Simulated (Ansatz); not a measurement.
AgCl (Chlorargyrite):

```
Ag Cl
1.0
     0.00000    2.73500    2.73500
     2.73500    0.00000    2.73500
     2.73500    2.73500    0.00000
Ag Cl
1 1
Direct
  0.00000 0.00000 0.00000
  0.50000 0.50000 0.50000
```

Base run:

| Quantity | Value |
| --- | --- |
| Program | Ansatz 0.2.0 |
| Functional | BLYP |
| Potentials or basis | Ansatz PAW |
| Cutoff | 420 eV |
| Density cutoff | 1680 eV |
| k mesh | 5 × 5 × 5 |
| Occupations | fermi-dirac, width 0.05 eV |
| Spin | no spin polarisation |

Its results: band gap on the k mesh 1.13 eV, indirect (least direct gap 3.42 eV).

Problem. The run is repeated on the same cell with these changes: functional from BLYP to r2SCAN0; cutoff from 420 eV to 500 eV; density cutoff from 1680 eV to 2000 eV. What comes out?

Solution. Band gap on the k mesh 3.66 eV, indirect (least direct gap 5.95 eV).

r2SCAN0 gives the wider gap, since exact exchange removes part of the self-interaction.

Caveats: odd divisions of the mesh miss points on the zone boundary, where band edges often lie, so the gap on the mesh can be too wide; the density of states is complete only up to the lowest level of the last band computed.

A k mesh can miss the band edges.

Not every run made on this cell is shown here.
